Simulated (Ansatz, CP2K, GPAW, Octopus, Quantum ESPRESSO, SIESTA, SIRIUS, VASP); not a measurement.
One calculation of BN, 9 ways

```
N B
1.0
     2.49824    0.00000    0.00000
    -1.24912    2.16354    0.00000
     0.00000    0.00000    6.63570
N B
2 2
Direct
  0.66667 0.33333 0.25000
  0.33333 0.66667 0.75000
  0.66667 0.33333 0.75000
  0.33333 0.66667 0.25000
```

Alike in all runs: task single point; functional PBEsol; k mesh 12 × 12 × 4; occupations fermi-dirac, width 0.05 eV; no spin polarisation; no spin-orbit coupling. Pressure is positive in compression and, in plane waves, holds the error of the finite cutoff, which Ansatz's Pulay term estimates and takes out.

```
                                                        program and potentials  plane-wave cutoff (eV)                                                                                   notes  band gap (eV)  pressure (GPa)
                                                            Ansatz, Ansatz PAW                     420  potentials made for PBE, which Ansatz adapts in part; Pulay term of +0.61 GPa included           4.19            2.15
     CP2K, POTENTIAL_UZH N GTH-PBE-q5, B GTH-PBE-q3; TZVP-MOLOPT-PBE-GTH basis                       -                                                   atomic basis; potentials made for PBE           4.17            4.18
                           Octopus, pseudodojo_pbesol (PseudoDojo 0.4, PBEsol)                       -                                                                                       -           4.21               -
                                             Quantum ESPRESSO, GBRV 1.5 PBEsol                     612                                                                                       -           4.19            2.53
                                Ansatz, all-electron LAPW, scalar-relativistic                       -                                                                                       -           4.18            2.13
                SIRIUS, PseudoDojo 0.4.1 PBEsol standard (scalar relativistic)                    1152                                                                                       -           4.21            2.56
                             GPAW, PAW data sets generated for this functional                     800                                                                                       -           4.19            1.39
SIESTA, files PseudoDojo sr-pbesol-0.4.1-standard, DZP (energy shift 0.003 Ry)                       -                                                                            atomic basis           4.17            6.80
                                              VASP, PBE PAW files B, N, 520 eV                     520                                                                 potentials made for PBE           4.18            2.46
```

The band gap spans 4.17 (SIESTA, files PseudoDojo sr-pbesol-0.4.1-standard, DZP (energy shift 0.003 Ry)) to 4.21 eV (SIRIUS, PseudoDojo 0.4.1 PBEsol standard (scalar relativistic)), with all-electron results at 4.18. The pressure spans 1.39 (GPAW, PAW data sets generated for this functional) to 6.80 GPa (SIESTA, files PseudoDojo sr-pbesol-0.4.1-standard, DZP (energy shift 0.003 Ry)), with all-electron results at 2.13. The gap is indirect and read on the mesh alone. Rows in atomic bases carry the error of their basis and grid, which can be large.

The functional is the same throughout but for its coding, so the spread measures potentials, basis and numerics; runs on potential files found faulty are left out.
